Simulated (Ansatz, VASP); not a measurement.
**Be: VASP beside Ansatz**

```xyz
1
Lattice="-1.2362 1.2362 1.2362 1.2362 -1.2362 1.2362 1.2362 1.2362 -1.2362" Properties=species:S:1:pos:R:3 pbc="T T T"
Be    0.0000    0.0000    0.0000
```

Change from the starting cell: volume scaled by 0.96.

Alike in both runs: task single point; functional PBE; k mesh 15 × 15 × 15; occupations fermi-dirac, width 0.05 eV; no spin polarisation.

|  | VASP | Ansatz |
| --- | --- | --- |
| version | VASP 6.6.1 | Ansatz 0.2.0 |
| potentials or method | VASP PAW PBE potentials, release 64 (Be) | Ansatz PAW |
| plane-wave cutoff (eV) | 520 | 420 |
| valence electrons in the cell | 2 | 2 |

Ansatz gave:

| Item | Value |
| --- | --- |
| gap on the k mesh at the Fermi level (eV) | none |
| pressure (GPa) | 4.5 |

Task: Which values does VASP return?

Result: gap on the k mesh at the Fermi level (eV): none; pressure (GPa): 4.6.

A gap of «none» marks a metal or a gap that the smearing closes.
